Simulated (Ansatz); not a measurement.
**CuI: the cell at several levels of theory**

The task here is to estimate one member of a computed series from the others.

The runs shown are made with Ansatz 0.2.0. PAW datasets, plane waves, zero pressure. No spin polarisation and no zero-point or thermal motion; the cell was built from a prototype and may be hypothetical.

## The cell

This is the cell as the run starts from it, not yet at rest; its lengths are not the crystal's.

It is cubic, Pm-3m (No. 221); conventional cell a = 3.447 Å, 20.47 Å³ an atom. Near Cu stand 8 I at 2.99 Å; near I stand 8 Cu at 2.99 Å.

Coordinates:

```cif
data_structure
_symmetry_space_group_name_H-M 'Pm-3m'
_symmetry_Int_Tables_number 221
_cell_length_a 3.4468
_cell_length_b 3.4468
_cell_length_c 3.4468
_cell_angle_alpha 90.000
_cell_angle_beta 90.000
_cell_angle_gamma 90.000
_cell_volume 40.95
loop_
_atom_site_label
_atom_site_type_symbol
_atom_site_symmetry_multiplicity
_atom_site_Wyckoff_symbol
_atom_site_fract_x
_atom_site_fract_y
_atom_site_fract_z
_atom_site_occupancy
Cu1 Cu 1 a 0.00000 0.00000 0.00000 1
I1 I 1 b 0.50000 0.50000 0.50000 1
```

The first run:

input.yaml reads:

```yaml
crystal:
  lattice:
    - [3.4467903447, 0.0, 0.0]
    - [0.0, 3.4467903447, 0.0]
    - [0.0, 0.0, 3.4467903447]
  atoms:
    - { symbol: Cu, position: [0.0, 0.0, 0.0] }
    - { symbol: I, position: [0.5, 0.5, 0.5] }
kpoints:
  mp_grid: { grid: [6, 6, 6] }
hamiltonian:
  xc: pbe
scf:
  occupations: { method: fermi_dirac, width: 0.02 }
relax:
  f_tol: 0.005
  cell: {}
```

Steps of the session up to this table: Relaxing with PBE; Relaxing with r2SCAN; Relaxing with PBEsol; Relaxing with LDA; Relaxing with HSE06.

One table of the session follows, with a row left open; its other results are not shown here.

| level | a (Å) | volume (Å³/atom) |
| --- | --- | --- |
| PBE | 3.649 | 24.303 |
| r2SCAN | 3.661 | 24.542 |
| PBEsol | ? | ? |
| LDA | 3.495 | 21.340 |
| HSE06 | 3.724 | 25.816 |

**Question.** Estimate the row for PBEsol.

As computed: a (Å): 3.556; volume (Å³/atom): 22.475. In the column «a (Å)» it lies between LDA (3.495) and PBE (3.649).

The first relaxation changed the volume by +18.7 % from the start. The volume runs from LDA (least) to HSE06 (most), a spread of 21.0 %, or 6.6 % in length if all axes shared it alike. LDA's volume lies 12.2 % below PBE's. The meshes differ: PBE 6×6×6, r2SCAN 6×6×6, PBEsol 6×6×6, LDA 6×6×6, HSE06 4×4×4.
